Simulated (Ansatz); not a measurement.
Set up this calculation in Ansatz 0.2.0, as the native input.

- Task: single point
- Functional: PBE
- Potentials or basis: Ansatz PAW
- Cutoff: 420 eV (not typed: the program's choice for these potentials)
- k mesh: 7 × 7 × 6
- Occupations: gaussian, width 0.019 eV
- Spin: no spin polarisation

The system is PbS.

```
Pb S
1.0
     2.07995   -5.99130    0.00000
     2.07995    5.99130    0.00000
     0.00000    0.00000    4.27932
Pb S
2 2
Direct
  0.13056 0.86944 0.25000
  0.86944 0.13056 0.75000
  0.35480 0.64520 0.25000
  0.64520 0.35480 0.75000
```

Measurements of this composition are mostly on another form, of space group No. 225.

One way to write it, as run:

input.yaml

```yaml
crystal:
  lattice:
    - [2.079952695, -5.991296865, 0.0]
    - [2.079952695, 5.991296865, 0.0]
    - [0.0, 0.0, 4.27932094]
  atoms:
    - { symbol: Pb, position: [0.13056335, 0.86943665, 0.25] }
    - { symbol: Pb, position: [0.86943665, 0.13056335, 0.75] }
    - { symbol: S, position: [0.35479709, 0.64520291, 0.25] }
    - { symbol: S, position: [0.64520291, 0.35479709, 0.75] }
hamiltonian:
  xc: pbe
  pseudopotentials: { kind: paw }
kpoints:
  mp_grid: { grid: [7, 7, 6] }
scf:
  occupations: { method: gaussian, width: 0.019 }
output:
  forces: true
  stress: true
  eigenvalues: true
  write_density: true
  write_potential: true
  elf: true
  volumetric_format: npy
```

Potentials or basis: Ansatz PAW.

The run is started by

```bash
$ ansatz run input.yaml --threads 2 --pin off --max-ram 5632MiB --backend cpu --events-out ev --progress --plain --runs-dir out
```

It gave:

The pressure is 1.1 GPa. The largest force is 0.102 eV/Å and the band gap on the k mesh is 1.25 eV, indirect (least direct gap 1.43 eV).

Caveat: odd divisions of the mesh miss points on the zone boundary, where band edges often lie, so the gap on the mesh can be too wide; spin-orbit coupling is left out, which as a rule narrows the gap of such compounds by several tenths of an eV.

Run time: 9.2 s on 2 threads of Intel(R) Xeon(R) Processor @ 2.70GHz, on a shared host, peak memory 0.48 GiB.
